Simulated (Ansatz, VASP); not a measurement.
# Ge5H4 (Ge wire along [100], 25 atoms a period, H-terminated): VASP beside Ansatz

Aim: how closely do two programs agree when they are given the same cell, functional and k mesh? The structure shown is the start of the Ansatz relaxation below; VASP solves that cell, so the two are compared at the walk's first step.

Main program and level: Ansatz 0.2.0; plane waves, with VASP 6.6.1 beside it; single point at PBE.

## 1. The starting structure

The cell holds 45 atoms: 25 Ge and 20 H. Its edges and angles: a = 20.121 Å, b = 20.121 Å, c = 5.760 Å, α = 90.0°, β = 90.0°, γ = 90.0°. Vacuum lies along a and b. The structure's axis is c.

## 2. Ansatz: relaxation, PBE

Ansatz runs on its PAW soft_1 files.

The two programs are compared at the cell with which this relaxation starts, whose forces are those of its first step.

File input.yaml:

```yaml
crystal:
  lattice:
    - [20.121, 0.0, 0.0]
    - [0.0, 20.121, 0.0]
    - [0.0, 0.0, 5.76]
  atoms:
    - { symbol: Ge, position: [0.356874232, 0.500008271, 0.0] }
    - { symbol: Ge, position: [0.500008271, 0.356874232, 0.0] }
    - { symbol: Ge, position: [0.500008271, 0.64314231, 0.0] }
    - { symbol: Ge, position: [0.64314231, 0.500008271, 0.0] }
    - { symbol: H, position: [0.240544705, 0.383678744, 0.093634302] }
    - { symbol: H, position: [0.383678744, 0.240544705, 0.093634302] }
    - { symbol: H, position: [0.616337798, 0.759471837, 0.093634302] }
    - { symbol: H, position: [0.759471837, 0.616337798, 0.093634302] }
    - { symbol: Ge, position: [0.285307212, 0.428441251, 0.25] }
    - { symbol: Ge, position: [0.428441251, 0.285307212, 0.25] }
    - { symbol: Ge, position: [0.428441251, 0.57157529, 0.25] }
    - { symbol: Ge, position: [0.57157529, 0.428441251, 0.25] }
    - { symbol: Ge, position: [0.57157529, 0.71470933, 0.25] }
    - { symbol: Ge, position: [0.71470933, 0.57157529, 0.25] }
    - { symbol: H, position: [0.168977685, 0.544770779, 0.343634302] }
    - { symbol: H, position: [0.312111724, 0.687904818, 0.343634302] }
    - { symbol: H, position: [0.455245763, 0.831038857, 0.343634302] }
    - { symbol: H, position: [0.544770779, 0.168977685, 0.343634302] }
    - { symbol: H, position: [0.687904818, 0.312111724, 0.343634302] }
    - { symbol: H, position: [0.831038857, 0.455245763, 0.343634302] }
    - { symbol: Ge, position: [0.213740193, 0.500008271, 0.5] }
    - { symbol: Ge, position: [0.356874232, 0.356874232, 0.5] }
    - { symbol: Ge, position: [0.356874232, 0.64314231, 0.5] }
    - { symbol: Ge, position: [0.500008271, 0.213740193, 0.5] }
    - { symbol: Ge, position: [0.500008271, 0.500008271, 0.5] }
    - { symbol: Ge, position: [0.500008271, 0.786276349, 0.5] }
    - { symbol: Ge, position: [0.64314231, 0.356874232, 0.5] }
    - { symbol: Ge, position: [0.64314231, 0.64314231, 0.5] }
    - { symbol: Ge, position: [0.786276349, 0.500008271, 0.5] }
    - { symbol: H, position: [0.168977685, 0.455245763, 0.656365698] }
    - { symbol: H, position: [0.312111724, 0.312111724, 0.656365698] }
    - { symbol: H, position: [0.455245763, 0.168977685, 0.656365698] }
    - { symbol: H, position: [0.544770779, 0.831038857, 0.656365698] }
    - { symbol: H, position: [0.687904818, 0.687904818, 0.656365698] }
    - { symbol: H, position: [0.831038857, 0.544770779, 0.656365698] }
    - { symbol: Ge, position: [0.285307212, 0.57157529, 0.75] }
    - { symbol: Ge, position: [0.428441251, 0.428441251, 0.75] }
    - { symbol: Ge, position: [0.428441251, 0.71470933, 0.75] }
    - { symbol: Ge, position: [0.57157529, 0.285307212, 0.75] }
    - { symbol: Ge, position: [0.57157529, 0.57157529, 0.75] }
    - { symbol: Ge, position: [0.71470933, 0.428441251, 0.75] }
    - { symbol: H, position: [0.240544705, 0.616337798, 0.906365698] }
    - { symbol: H, position: [0.383678744, 0.759471837, 0.906365698] }
    - { symbol: H, position: [0.616337798, 0.240544705, 0.906365698] }
    - { symbol: H, position: [0.759471837, 0.383678744, 0.906365698] }
kpoints:
  mp_grid: { grid: [1, 1, 14] }
scf:
  occupations: { method: fermi_dirac, width: 0.05 }
hamiltonian:
  xc: pbe
  pseudopotentials: { kind: paw, azcp: { folder: soft_1 } }
relax:
  cell: { fix: [a, b, alpha, beta, gamma] }
  max_steps: 45
  f_tol: 0.03
```

Command:

```
$ ansatz run input.yaml --threads 4 --pin off --max-ram 16384MiB --backend cpu --events-out ev --progress --plain --runs-dir out
```

Numbers of over 12 decimals in the logs are rounded to 6 here.

The program printed:

```text
Engine: ansatz 0.2.0, aarch64-unknown-linux-gnu
Pseudopotentials: kind: paw
Pseudopotential: Ge, paw, valence charge 14, recommended cutoff 420 eV (normal), soft_1/Ge.paw.azcp
Pseudopotential: H, paw, valence charge 1, recommended cutoff 420 eV (normal), soft_1/H.paw.azcp
Functional definition: PBE
  parameter kappa = 0.804
  parameter beta = 0.066725
  exchange = pbe_x(kappa = kappa, mu = beta*pi^2/3)
  correlation = pbe_c(beta = beta)
Crystal: 45 atoms, lattice volume = 2331.963 Å³
Basis set: ecut = 420 eV, 45619 PW (Γ), exchange–correlation on 270×270×80 points (8 copies of the dense FFT grid, shifted against one another)
Bands: 230, of which v1, the nominal top of the filled ones, is band 185 counted from 1 (184 counted from 0)
Symmetry: 8 space group operations
Space group: P-42m (ITA 111), of the structure as read, at distance tolerance 1.3e-4 Å
k-points: 8 of 14
Non-local potential: Ge, projectors of the file, l = 0: 2, l = 1: 2, l = 2: 3, l = 3: 1
Non-local potential: H, projectors of the file, l = 0: 2, l = 1: 1
PAW form: soft (Blöchl's): semilocal exchange-correlation on the pseudo side does not see the compensation charge
PAW one-centre angular grid: Ge, 590 points (default); XC on 64 Gauss nodes
PAW one-centre angular grid: H, 110 points (default); XC on 64 Gauss nodes
Initial density: superposition of atomic densities (neutral atoms: chi_scale 0, normalization atom)
Initial wavefunctions: pseudopotential atomic-orbital guess
Functional: x = pbe(κ = 0.804, μ = 0.219515), c = pbe(β = 0.066725)
SCF iter   1: F=—  HF=-107692.490711 eV  |F-HF|=—  |Δ(HF+E_count)|=         —  Δρ=3.10e-2  dr2=1.86e1  ethr=3.10e-3  ⟨swp⟩=6.9  Hψ=7423  notcnv=0  defer=28
preconditioner: auto → Resta (q_TF=auto, 2.007 Å⁻¹)  ε∞=1.5  [insulator: Δε(μ)=2.411 eV  Ē_g=21.795 eV  σ=0.050 eV  W_gap=1.00  n_scr=330 (ndim 8)  ℏωp=14.8 eV  f_vac=0.609  D(μ)=0.00/eV (n_scr^D=0)  ε∞_Penn≈1.5  vacuum switching on, ρ_ref=3.4e-2 e/Å³]
SCF iter   2: F=—  HF=-107688.419657 eV  |F-HF|=—  |Δ(HF+E_count)|=    4.07e0  Δρ=1.33e-2  dr2=4.14e0  ethr=3.10e-3  ⟨swp⟩=3.0  Hψ=2580  notcnv=0  defer=284
SCF iter   3: F=—  HF=-107688.725497 eV  |F-HF|=—  |Δ(HF+E_count)|=   3.06e-1  Δρ=5.52e-3  dr2=7.66e0  ethr=1.12e-3  ⟨swp⟩=4.0  Hψ=3832  notcnv=0  defer=287
SCF iter   4: F=—  HF=-107687.508160 eV  |F-HF|=—  |Δ(HF+E_count)|=    1.22e0  Δρ=1.65e-3  dr2=7.82e-2  ethr=1.12e-3  ⟨swp⟩=3.8  Hψ=3277  notcnv=0  defer=275
SCF iter   5: F=—  HF=-107687.508719 eV  |F-HF|=—  |Δ(HF+E_count)|=   5.59e-4  Δρ=7.46e-4  dr2=6.13e-3  ethr=2.11e-5  ⟨swp⟩=2.0  Hψ=2208  notcnv=0  defer=277
SCF iter   6: F=—  HF=-107687.511510 eV  |F-HF|=—  |Δ(HF+E_count)|=   2.79e-3  Δρ=1.33e-4  dr2=5.23e-4  ethr=1.66e-6  ⟨swp⟩=2.0  Hψ=3040  notcnv=0  defer=277
SCF iter   7: F=—  HF=-107687.511564 eV  |F-HF|=—  |Δ(HF+E_count)|=   5.42e-5  Δρ=3.91e-5  dr2=3.98e-5  ethr=1.41e-7  ⟨swp⟩=2.0  Hψ=3040  notcnv=0  defer=277
SCF iter   8: F=—  HF=-107687.511834 eV  |F-HF|=—  |Δ(HF+E_count)|=   2.69e-4  Δρ=1.56e-5  dr2=4.00e-6  ethr=1.08e-8  ⟨swp⟩=2.0  Hψ=3190  notcnv=0  defer=277
SCF iter   9: F=—  HF=-107687.511839 eV  |F-HF|=—  |Δ(HF+E_count)|=   5.13e-6  Δρ=4.36e-6  dr2=4.37e-7  ethr=1.08e-9  ⟨swp⟩=2.0  Hψ=3040  notcnv=0  defer=277
SCF iter  10: F=-107687.511839 eV  HF=-107687.511839 eV  |F-HF|=1.30e-8  |Δ(HF+E_count)|=   2.86e-7  Δρ=1.05e-6  dr2=2.26e-8  ethr=2.70e-11  ⟨swp⟩=4.2  Hψ=5560  notcnv=0
SCF 1 converged in 10 iterations: F = -107687.511839 eV  dr2 = 2.26e-8
  greatest PAW one-centre occupation: 0.998 electrons in one spin orbital (limit 2), on the Ge atom at site 28 (counted from 0), in its partial waves of l = 2
relax step   1: F+E_penalty+E_count = -107687.51183908 eV  Δ(F+E_penalty+E_count) = +0.000e0 eV  max|allowed force component| = 2.648e-1 eV/Å  Δτ_max = 0.0000 Å  P = -0.489 GPa  Ω = 2331.963 Å³  fix = [a, b, alpha, beta, gamma]  reactions: a -0.494, b -0.494 GPa  (10 SCF iters, dr2 threshold 1.00e-7 eV, accepted)
Crystal: 45 atoms, lattice volume = 2329.526 Å³
Basis set: ecut = 420 eV, 45603 PW (Γ), exchange–correlation on 270×270×80 points (8 copies of the dense FFT grid, shifted against one another)
Initial density: handed on by an earlier stage of this run
Initial wavefunctions: those handed on with the density
iter 1 solved again at ethr=7.82e-5 eV; its pass at ethr=3.10e-3 eV (dr2=2.89e-1 eV) is discarded
SCF iter   1: F=—  HF=-107687.653222 eV  |F-HF|=—  |Δ(HF+E_count)|=         —  Δρ=5.01e-3  dr2=2.99e-1  ethr=7.82e-5  ⟨swp⟩=4.8  Hψ=7558  notcnv=0
preconditioner: auto → Resta (q_TF=auto, 2.008 Å⁻¹)  ε∞=1.5  [insulator: Δε(μ)=2.489 eV  Ē_g=21.836 eV  σ=0.050 eV  W_gap=1.00  n_scr=330 (ndim 8)  ℏωp=14.8 eV  f_vac=0.651  D(μ)=0.00/eV (n_scr^D=0)  ε∞_Penn≈1.5  vacuum switching on, ρ_ref=3.5e-2 e/Å³]
SCF iter   2: F=—  HF=-107687.628041 eV  |F-HF|=—  |Δ(HF+E_count)|=   2.52e-2  Δρ=2.18e-3  dr2=9.01e-2  ethr=7.82e-5  ⟨swp⟩=4.5  Hψ=2878  notcnv=0
[...]
SCF iter   5: F=-107687.659871 eV  HF=-107687.659871 eV  |F-HF|=3.20e-10  |Δ(HF+E_count)|=   1.35e-9  Δρ=1.85e-7  dr2=3.84e-10  ethr=1.00e-12  ⟨swp⟩=3.4  Hψ=5947  notcnv=0
SCF 4 converged in 5 iterations: F = -107687.659871 eV  dr2 = 3.84e-10
[...]
SCF converged after 5 iterations
Free energy (F): -107687.659871 eV
Harris-Foulkes:  -107687.659871 eV  (|F-HF|=3.20e-10)
Internal energy: -107687.659871 eV  (E = F + TS)
E sigma→0 (E₀):  -107687.659871 eV
Fermi energy:    -0.843687 eV
--- Per-component energies (eV) ---
  E_band       = -7160.894172
  E_kinetic    = 2565.259841
  E_local      = -269593.892817  (includes V_loc(G=0)·N_el)
  E_nonlocal   = 5470.621714
  E_hartree    = 131785.035857
  E_xc         = -1951.666044
  E_vxc        = -1834.108853  (∫ρ·V_xc dr)
  E_paw        = -50365.684483  (= ΣΔE_a)
  E_vpaw       = -7338.830262  (= ΣTr[D̂ρ^β])
  E_aug_tail   = -0.018223  (compensation charges beyond the density's cutoff)
  E_ewald      = 74402.684284
  E_smearing   = -0.000000  (= −TS)
  E_closure    = 0.000000  (closes the sum)
  Σ components = -107687.659871   (vs F -107687.659871, Δ=0.00e0)
--- Forces (eV/Å), atoms counted from 1 ---
  atom   1  Ge     0.01013919     0.00000000     0.00000000
  atom   2  Ge    -0.00000000     0.01013919     0.00000000
  atom   3  Ge    -0.00000000    -0.01013919     0.00000000
  atom   4  Ge    -0.01013919     0.00000000     0.00000000
  atom   5  H     -0.00156531     0.01279441     0.01586648
  atom   6  H      0.01279441    -0.00156531     0.01586648
  atom   7  H     -0.01279441     0.00156531     0.01586648
  atom   8  H      0.00156531    -0.01279441     0.01586648
  atom   9  Ge    -0.00495339    -0.01090258    -0.01681903
  atom  10  Ge    -0.01090258    -0.00495339    -0.01681903
  atom  11  Ge     0.01415471    -0.01415471     0.00909820
  atom  12  Ge    -0.01415471     0.01415471     0.00909820
  atom  13  Ge     0.01090258     0.00495339    -0.01681903
  atom  14  Ge     0.00495339     0.01090258    -0.01681903
  atom  15  H      0.00493855    -0.00728042     0.00548196
  atom  16  H     -0.00052075     0.00052075     0.01259247
  atom  17  H      0.00728042    -0.00493855     0.00548196
  atom  18  H     -0.00728042     0.00493855     0.00548196
  atom  19  H      0.00052075    -0.00052075     0.01259247
  atom  20  H     -0.00493855     0.00728042     0.00548196
  atom  21  Ge    -0.01728548     0.00000000     0.00000000
  atom  22  Ge     0.00863225     0.00863225     0.02301619
  atom  23  Ge     0.00863225    -0.00863225    -0.02301619
  atom  24  Ge    -0.00000000    -0.01728548    -0.00000000
[...]
atom  38  Ge    -0.01090258     0.00495339     0.01681903
  atom  39  Ge     0.01090258    -0.00495339     0.01681903
  atom  40  Ge    -0.01415471    -0.01415471    -0.00909820
  atom  41  Ge     0.00495339    -0.01090258     0.01681903
  atom  42  H     -0.00156531    -0.01279441    -0.01586648
  atom  43  H      0.01279441     0.00156531    -0.01586648
  atom  44  H     -0.01279441    -0.00156531    -0.01586648
  atom  45  H      0.00156531     0.01279441    -0.01586648
  max |Σ_I F_I| component: 2.43e-17 eV/Å
--- Stress (GPa, compression-positive) ---
       -0.009048       0.000000       0.000000
        0.000000      -0.009048      -0.000000
        0.000000      -0.000000      -0.023119
  P = ⅓ Tr σ = -0.0137 GPa (-0.137 kbar)
--- Relaxed structure (3 steps of the walk, 3 accepted, 1 SCFs on fresh bases) ---
  F+E_penalty+E_count = -107687.65987108 eV   max|allowed force component| = 2.302e-2 eV/Å   (the final SCF, on the basis selected at the relaxed cell)
  cell:  # Å, volume = 2324.9431 Å³
    - [20.121, 0.0, 0.0]
    - [0.0, 20.121, 0]
    - [0.0, 0, 5.742661]
  atoms:
    - { symbol: Ge, position: [0.357529, 0.500008, 0] }
    - { symbol: Ge, position: [0.500008, 0.357529, 0] }
    - { symbol: Ge, position: [0.500008, 0.642488, 0] }
    - { symbol: Ge, position: [0.642488, 0.500008, 0] }
    - { symbol: H, position: [0.243201, 0.384907, 0.096711] }
    - { symbol: H, position: [0.384907, 0.243201, 0.096711] }
    - { symbol: H, position: [0.615109, 0.756815, 0.096711] }
    - { symbol: H, position: [0.756815, 0.615109, 0.096711] }
    - { symbol: Ge, position: [0.287352, 0.429995, 0.253477] }
    - { symbol: Ge, position: [0.429995, 0.287352, 0.253477] }
    - { symbol: Ge, position: [0.428707, 0.571310, 0.249367] }
    - { symbol: Ge, position: [0.571310, 0.428707, 0.249367] }
    - { symbol: Ge, position: [0.570022, 0.712664, 0.253477] }
    - { symbol: Ge, position: [0.712664, 0.570022, 0.253477] }
    - { symbol: H, position: [0.171211, 0.544179, 0.347008] }
    - { symbol: H, position: [0.314076, 0.685941, 0.347789] }
    - { symbol: H, position: [0.455837, 0.828805, 0.347008] }
    - { symbol: H, position: [0.544179, 0.171211, 0.347008] }
    - { symbol: H, position: [0.685941, 0.314076, 0.347789] }
    - { symbol: H, position: [0.828805, 0.455837, 0.347008] }
    - { symbol: Ge, position: [0.216639, 0.500008, 0.5] }
    - { symbol: Ge, position: [0.358728, 0.358728, 0.495474] }
    - { symbol: Ge, position: [0.358728, 0.641289, 0.504526] }
    - { symbol: Ge, position: [0.500008, 0.216639, 0.5] }
    - { symbol: Ge, position: [0.500008, 0.500008, 0.5] }
    - { symbol: Ge, position: [0.500008, 0.783378, 0.5] }
    - { symbol: Ge, position: [0.641289, 0.358728, 0.504526] }
    - { symbol: Ge, position: [0.641289, 0.641289, 0.495474] }
    - { symbol: Ge, position: [0.783378, 0.500008, 0.5] }
    - { symbol: H, position: [0.171211, 0.455837, 0.652992] }
    - { symbol: H, position: [0.314076, 0.314076, 0.652211] }
    - { symbol: H, position: [0.455837, 0.171211, 0.652992] }
    - { symbol: H, position: [0.544179, 0.828805, 0.652992] }
    - { symbol: H, position: [0.685941, 0.685941, 0.652211] }
    - { symbol: H, position: [0.828805, 0.544179, 0.652992] }
    - { symbol: Ge, position: [0.287352, 0.570022, 0.746523] }
    - { symbol: Ge, position: [0.428707, 0.428707, 0.750633] }
    - { symbol: Ge, position: [0.429995, 0.712664, 0.746523] }
    - { symbol: Ge, position: [0.570022, 0.287352, 0.746523] }
    - { symbol: Ge, position: [0.571310, 0.571310, 0.750633] }
    - { symbol: Ge, position: [0.712664, 0.429995, 0.746523] }
    - { symbol: H, position: [0.243201, 0.615109, 0.903289] }
    - { symbol: H, position: [0.384907, 0.756815, 0.903289] }
    - { symbol: H, position: [0.615109, 0.243201, 0.903289] }
    - { symbol: H, position: [0.756815, 0.384907, 0.903289] }
```

[end of part 1 of 2]

[Lines on the potential files, build, host, timing and source positions are cut from VASP's logs without a mark.]

[Logs are printed without paths, hosts, clocks, repeated set-up lines and the standing remarks that a program may print on its own settings, such as how far it seeks lower states.]

[Hosts, paths, dates, database ids (printed as entryN), source tags and the programs' standing remarks are cut or masked in the printed files.]
